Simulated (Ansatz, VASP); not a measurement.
Given: the input of a run of VASP 6.6.1 on Mg.

INCAR

```
SYSTEM = Mg
PREC = Accurate ; ENCUT = 600
EDIFF = 1E-6 ; ISMEAR = -1
SIGMA = 0.05 ; LREAL = .False.
LASPH = .True. ; NELM = 80
ALGO = Normal ; ISIF = 3
LWAVE = .False. ; LCHARG = .False.
GGA = RE ; IBRION = 2
NSW = 80 ; EDIFFG = -0.02
```

The input KPOINTS:

```
regular mesh
0
Gamma
  10 10 5
  0 0 0
```

The input POSCAR:

```
Mg
1.0
    3.2093000000      0.0000000000      0.0000000000
   -1.6046500000      2.7793353284      0.0000000000
    0.0000000000      0.0000000000      5.2103000000
Mg
2
Direct
    0.6666666667      0.3333333333      0.7500000000
    0.3333333333      0.6666666667      0.2500000000
```

Potentials or basis: VASP PAW PBE potentials, release 64 (Mg).

Launch:

```sh
$ cat potpaw_PBE.64/Mg/POTCAR > POTCAR
$ mpirun -np 1 vasp_std > vasp.out
```

Task: Set up the same calculation for Ansatz 0.2.0. Potentials there: all-electron LAPW, scalar-relativistic.

Result: As run (the cutoff follows the program's own potentials):

File input.yaml:

```yaml
crystal:
  lattice:
    - [3.2093, 0.0, 0.0]
    - [-1.60465, 2.7793353284, 0.0]
    - [0.0, 0.0, 5.2103]
  atoms:
    - { symbol: Mg, position: [0.6666666667, 0.3333333333, 0.75] }
    - { symbol: Mg, position: [0.3333333333, 0.6666666667, 0.25] }
kpoints:
  mp_grid: { grid: [10, 10, 5] }
scf:
  occupations: { method: fermi_dirac, width: 0.05 }
hamiltonian:
  xc: revpbe
  pseudopotentials: { kind: all_electron, lapw: { basis_error: 0.001 } }
output:
  forces: true
  stress: true
relax:
  f_tol: 0.02
  max_steps: 60
  cell: {}
```

Potentials or basis: all-electron LAPW, scalar-relativistic.

Launch:

```bash
$ ansatz run input.yaml --threads 1 --pin off --max-ram 3072MiB --backend cpu --events-out ev --progress --plain --runs-dir out
```

Both were run:

|  | VASP | Ansatz | Ansatz less VASP |
| --- | --- | --- | --- |
| relaxed volume (Å³/atom) | 23.52 | 23.62 | +0.100 |
| relaxed cell length with the largest relative difference (Å) | 5.335 | 5.343 | +0.0080 |
| energy change over the relaxation (meV/atom) | -3 | -3 | -0.3 |

Ansatz ran all-electron here, so the differences hold the error of VASP's frozen core and of both bases.

Caveats: the PAW data sets were made with another functional, which shifts forces and pressure a little (VASP). Zero-point motion and thermal expansion aren't in these numbers. revPBE gives volumes clearly too large for solids.
